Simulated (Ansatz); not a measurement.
A run of Ansatz 0.2.0:

File input.yaml:

```yaml
crystal:
  lattice:
    - [4.19134, 0.0, 0.0]
    - [0.0, 4.19134, 0.0]
    - [0.0, 0.0, 4.19134]
  atoms:
    - { symbol: Ba, position: [0.0, 0.0, 0.0] }
    - { symbol: Zr, position: [0.5, 0.5, 0.5] }
    - { symbol: O, position: [0.5, 0.5, 0.0] }
    - { symbol: O, position: [0.5, 0.0, 0.5] }
    - { symbol: O, position: [0.0, 0.5, 0.5] }
hamiltonian:
  xc: pbe
  pseudopotentials: { kind: paw }
kpoints:
  mp_grid: { grid: [6, 6, 6] }
scf:
  occupations: { method: fermi_dirac, width: 0.05 }
output:
  forces: true
  stress: true
relax:
  f_tol: 0.01
  max_steps: 40
  cell: { stress_tol: 0.05 }
```

Potentials or basis: Ansatz PAW.

The run is started by

```console
$ ansatz run input.yaml --threads 2 --pin off --max-ram 5632MiB --backend cpu --events-out ev --progress --plain --runs-dir out
```

Hardware: 2 threads of AMD EPYC 9R14 (Zen 4), with other jobs on the host.

**Question.** Estimate the wall time of this run.

**Answer.** Run time: 4.4 s on 2 threads of AMD EPYC 9R14 (Zen 4), on a shared host, peak memory 0.46 GiB. Counts: scf iterations 36, plane waves 1419, k points 20, bands 25, ion steps 7.
